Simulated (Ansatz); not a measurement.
# Sn: pressure against volume

Sn, I4_1/amd, a = 5.929 Å, c = 3.233 Å. Ansatz: PBE, PAW, 420 eV, Γ-centred 14×14×14 mesh on 2 atoms, Gaussian smearing 0.10 eV; no spin polarisation. Shape and atoms are relaxed at each volume; pressure is positive in compression.

```tsv
V (Å³/atom)	P (GPa)
24.997	?
25.850	5.63
26.702	3.41
27.554	1.55
28.406	0.00
29.258	-1.29
30.111	-2.38
31.247	-3.57
```

Take V0 = 28.406 Å³/atom, fit the third-order Birch–Murnaghan form to the other rows, and predict the missing pressure.

With the Eulerian strain f = ½[(V0/V)^(2/3) − 1] and y = P/[3f(1 + 2f)^(5/2)], the form is the line y = B0 + 1.5 B0 (B0′ − 4) f. Rows (f, y): 0.03244, 49.4; 0.02105, 48.7; 0.01025, 47.9; -0.00975, 46.3; -0.01906, 45.9; -0.03079, 45.3. Means f = 0.0006900, y = 47.250; Σ(Δf)² = 0.003004, ΣΔfΔy = 0.2020; the slope is their ratio. y = 47.20 + 67.23 f GPa, so B0 = 47.2 GPa and B0′ = 4 + 2 × (67.23)/(3 × 47.20) = 4.95. At V = 24.997, f = 0.04448, y = 50.19 and P = 8.29 GPa. The run gave 8.28 GPa, so the fit is 0.01 GPa too high, within twice the rms miss on the fitted rows (0.007 GPa).

White tin stiffens steadily as it is squeezed: almost equal volume steps either side of V0 give 3.41 GPa in compression but only -2.38 GPa in expansion. This asymmetry is what B0′ = 4.95 expresses. Compression raises the kinetic energy of the valence s and p electrons and strengthens the Pauli repulsion between neighbouring ions, while stretching weakens the bonding and flattens the energy curve.

The missing point lies beyond the compressed end of the fitted range, so its close recovery is a real, if short, extrapolation. It suggests that higher-order strain terms are small here and that the relaxed cell changes smoothly, though pressure alone can't exclude a gradual shift in axial ratio. The equilibrium volume is larger and the bulk modulus lower than measured for white tin, probably because PBE underbinds this heavy p-block metal. A smooth curve for one structure doesn't show where white tin gives way to the diamond-type form or to the denser high-pressure phases.
